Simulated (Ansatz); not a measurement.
Two Ansatz runs on Sb

The structure comes from a relaxation in the same program, started in the diamond type, and has space group Fd-3m. Whether it is a known phase or the ground state wasn't checked.

First run: DFT, PBEsol, PAW with Ansatz's default frozen-core files, scalar-relativistic (Ansatz 0.2.0).

Command: `ansatz run input.yaml --threads 1 --pin off --max-ram 2048MiB --backend cpu --events-out ev --progress --plain --runs-dir out` The run took 7.7 s on 1 thread of Arm Neoverse V2, with other jobs on the host.

```yaml
crystal:
  lattice:
    - [0.0, 3.4945307669, 3.4945307669]
    - [3.4945307669, 0.0, 3.4945307669]
    - [3.4945307669, 3.4945307669, 0.0]
  atoms:
    - { symbol: Sb, position: [0.0, 0.0, 0.0] }
    - { symbol: Sb, position: [0.25, 0.25, 0.25] }
kpoints:
  mp_grid: { grid: [10, 10, 10] }
  band_path:
    path:
      - [0.0, 0.0, 0.0]
      - [0.5, 0.0, 0.5]
      - [0.625, 0.25, 0.625]
      - [0.375, 0.375, 0.75]
      - [0.0, 0.0, 0.0]
      - [0.5, 0.5, 0.5]
      - [0.5, 0.25, 0.75]
      - [0.5, 0.0, 0.5]
    npoints: 5
scf:
  occupations: { method: fermi_dirac, width: 0.05 }
hamiltonian:
  xc: pbesol
  pseudopotentials: { kind: paw }
output:
  forces: true
  stress: true
  eigenvalues: true
  efg: { contact_densities: true }
  write_density: true
  write_potential: true
  elf: true
  volumetric_format: npy
```

Result: converged; pressure -1.59 GPa; no gap on the k mesh; 6 SCF iterations.

Spin–orbit coupling is left out, though it moves levels of the heavy atoms by tenths of an eV or more.

The input is then changed:

```diff
@@ -8,5 +8,5 @@
     - { symbol: Sb, position: [0.25, 0.25, 0.25] }
 kpoints:
-  mp_grid: { grid: [10, 10, 10] }
+  mp_grid: { grid: [10, 10, 10], shift: [0.5, 0.5, 0.5] }
   band_path:
     path:
@@ -30,7 +30,3 @@
   eigenvalues: true
   efg: { contact_densities: true }
-  write_density: true
-  write_potential: true
-  elf: true
-  volumetric_format: npy
```

(1) What does the second run give?

## Answers

(1) It converged; energy at zero smearing -2.8 meV/atom from the first run; pressure -1.62 GPa; largest force 0.065 eV/Å; no gap on the k mesh; 8 SCF iterations.
